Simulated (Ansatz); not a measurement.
**GaN under strain — field gradients at the nuclei**

The cell is a structure deposited in the COD, relaxed with PBE at fixed cell and then changed (z compressed by 2 %, ions relaxed).

```cif
data_structure
_symmetry_space_group_name_H-M 'P 1'
_symmetry_Int_Tables_number 1
_cell_length_a 3.1800
_cell_length_b 3.1800
_cell_length_c 5.0627
_cell_angle_alpha 90.000
_cell_angle_beta 90.000
_cell_angle_gamma 120.000
_cell_volume 44.34
loop_
_atom_site_label
_atom_site_type_symbol
_atom_site_fract_x
_atom_site_fract_y
_atom_site_fract_z
_atom_site_occupancy
Ga1 Ga 0.33333 0.66667 0.00204 1
Ga2 Ga 0.66667 0.33333 0.50204 1
N3 N 0.33333 0.66667 0.38296 1
N4 N 0.66667 0.33333 0.88296 1
```

Atoms are numbered from 1 in the order listed; like atoms form one site, named after its first atom.

All values are calculated (Ansatz; DFT, PBE, plane waves and PAW, scalar-relativistic, 420 eV cutoff, Γ-centred 11×11×6 k-points, Fermi–Dirac smearing 0.02 eV), not measured.

Conventions: |V_zz| ≥ |V_yy| ≥ |V_xx|, η = (V_xx − V_yy)/V_zz, C_Q = eQV_zz/h. ν_Q = 3|C_Q|/[2I(2I − 1)].

Ga-71: I = 3/2, Q = 107.0 mb; ¹⁴N: I = 1, Q = 20.44 mb. Nuclear quadrupole moments: year-2017 set (Pyykkö).

```tsv
site	atoms (order as listed)	first shell	C_Q (MHz)	η	ν_Q (MHz)
Ga	1, 2	4 N at 1.93 Å; also 1 N at 3.13 Å	0.723	0.00	0.361
N	3, 4	4 Ga at 1.93 Å; also 1 Ga at 3.13 Å	-0.195	0.00	0.292
```

An axis of threefold or higher order runs through Ga and N, so V_zz lies along it and η is zero.

At this changed cell the PBE pressure is 12 GPa.

The relaxation (4 steps) took 13 s of wall time (13 s of CPU time) and 0.47 GiB at its peak, on 1 thread of Intel Xeon Platinum 8488C (Sapphire Rapids) (x86_64; 16 cores open to the job, memory cap 3.0 GiB, no GPU), a shared host with a load of 0.4 a core.
